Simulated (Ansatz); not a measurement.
Crystal: Rb.

```xyz
1
Lattice="-2.8025 2.8025 2.8025 2.8025 -2.8025 2.8025 2.8025 2.8025 -2.8025" Properties=species:S:1:pos:R:3 pbc="T T T"
Rb    0.0000    0.0000    0.0000
```

| Property | Result |
| --- | --- |
| Program | Ansatz 0.2.0 |
| Task | single point |
| Functional | PBEsol |
| Potentials or basis | Ansatz PAW |
| Cutoff | 420 eV (not typed: the program's choice for these potentials) |
| k mesh | 7 × 7 × 7 |
| Occupations | fermi-dirac, width 0.05 eV |
| Spin | no spin polarisation |

On this cell: pressure -0.1 GPa; band gap on the k mesh none (metal or under the smearing width).

The same run follows on a disturbed copy (cell strained at random at fixed volume):

```
Rb
1.0
    -2.92087    2.82641    2.71242
     2.91628   -2.85910    2.74053
     2.84329    2.78152   -2.74511
Rb
1
Direct
  0.00230 0.99471 0.99463
```

Problem. What does the disturbed cell give?

Solution. The energy (extrapolated to zero smearing) moves by +0.1 meV/atom; pressure -0.1 GPa; band gap on the k mesh none (metal or under the smearing width).

Stress tensor (GPa, compression positive):
```
-0.04  0.07  0.01
 0.07 -0.06  0.03
 0.01  0.03 -0.09
```

Caveats: the PAW data sets come from PBE, with cores solved anew for the run's functional, which leaves a small shift of forces and pressure.
